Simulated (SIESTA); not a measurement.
The system is TiPt3.

```
CELL_PARAMETERS angstrom
3.89700 0.00000 0.00000
0.00000 3.89700 0.00000
0.00000 0.00000 3.89700
ATOMIC_POSITIONS crystal
Pt 0.50000 0.50000 0.00000
Pt 0.50000 0.00000 0.50000
Pt 0.00000 0.50000 0.50000
Ti 0.00000 0.00000 0.00000
```

```yaml
Program: SIESTA 5.4.2
Task: single point
Functional: PBEsol
Potentials_or_basis: PseudoDojo 0.4 standard (PBEsol files)
Basis: DZP (energy shift 0.003 Ry; two zetas on semicore shells)
Grid_cutoff: 800 Ry
Energy_shift: 0.003 Ry
k_mesh: 7 × 7 × 7
Occupations: fermi-dirac, width 0.05 eV
Spin: no spin polarisation
```

On this cell: pressure 2.4 GPa; largest force zero by symmetry; band gap on the k mesh none (metal or under the smearing width).

The same run follows on a disturbed copy (atoms moved at random, drawn with an rms of 0.05 Å):

```
Pt Ti
1.0
     3.89700    0.00000    0.00000
     0.00000    3.89700    0.00000
     0.00000    0.00000    3.89700
Pt Ti
3 1
Direct
  0.49329 0.49556 0.01067
  0.50381 0.99229 0.48674
  0.00851 0.50969 0.50900
  0.98699 0.00532 0.00448
```

Q: What does the disturbed cell give?

A: The energy (extrapolated to zero smearing) moves by +21.5 meV/atom; pressure 3.6 GPa; largest force 1.171 eV/Å; band gap on the k mesh none (metal or under the smearing width).

Forces in eV/Å, atoms in the order of the input:
```
Pt   0.404 -0.062 -0.866
Pt   0.012  0.711  0.931
Pt  -0.688 -0.578  0.076
Ti   0.274 -0.072 -0.140
```

Stress tensor (GPa, compression positive):
```
 3.41 -0.01 -0.25
-0.01  3.72  0.09
-0.25  0.09  3.63
```

Caveats: short orbitals over semicore shells can move pressures by several GPa; the basis of atomic orbitals isn't converged, which shifts pressures, moduli and gaps.
